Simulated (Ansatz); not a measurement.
Write the native input for Ansatz 0.2.0 that does the following.

| Item | Value |
| --- | --- |
| Task | electric field gradients |
| Functional | Slater exchange only |
| Potentials or basis | all-electron PAW datasets made for the crystal |
| Cutoff | 300 eV (chosen from the basis error) |
| k mesh | 8 × 8 × 8 |
| Occupations | fermi-dirac, width 0.15 eV |
| Spin | collinear spin, ferrimagnetic start |
| Starting moments | [0.5, -0.25] μB |

Ge:

```xyz
2
Lattice="0.0000 2.8289 2.8289 2.8289 0.0000 2.8289 2.8289 2.8289 0.0000" Properties=species:S:1:pos:R:3 pbc="T T T"
Ge    4.2434    4.2434    4.2434
Ge    2.8289    2.8289    2.8289
```

These files were run (other wordings do the same):

input.yaml

```yaml
crystal:
  lattice:
    - [0.0, 2.82891, 2.82891]
    - [2.82891, 0.0, 2.82891]
    - [2.82891, 2.82891, 0.0]
  atoms:
    - { symbol: Ge, position: [0.75, 0.75, 0.75], spin: 0.5 }
    - { symbol: Ge, position: [0.5, 0.5, 0.5], spin: -0.25 }
kpoints:
  mp_grid: { grid: [8, 8, 8] }
scf:
  occupations: { method: fermi_dirac, width: 0.15 }
hamiltonian:
  xc: { exchange: slater, correlation: none }
  pseudopotentials: { kind: all_electron, datasets: crystal }
magnetization:
  spin_polarized: true
output:
  forces: true
  stress: true
  eigenvalues: true
  efg: {}
```

Potentials or basis: all-electron PAW datasets made for the crystal.

Launch:

```sh
$ ansatz run input.yaml --threads 1 --pin off --max-ram 2560MiB --backend cpu --events-out ev --progress --plain --runs-dir out
```

It gave:

```json
{"Pressure": "3.2 GPa", "Band gap on the k mesh": "none (metal or under the smearing width)", "Net moment": "0.00 μB per cell", "Absolute moment": "0.00 μB per cell"}
```

Caveat: this crystal is a semiconductor, whose small gap the functional closes, so the metal is an error of the method; the starting moments weren't kept.

Run time: 14 s on 1 thread of Intel(R) Xeon(R) Platinum 8488C (Sapphire Rapids), on a shared host, peak memory 0.56 GiB.
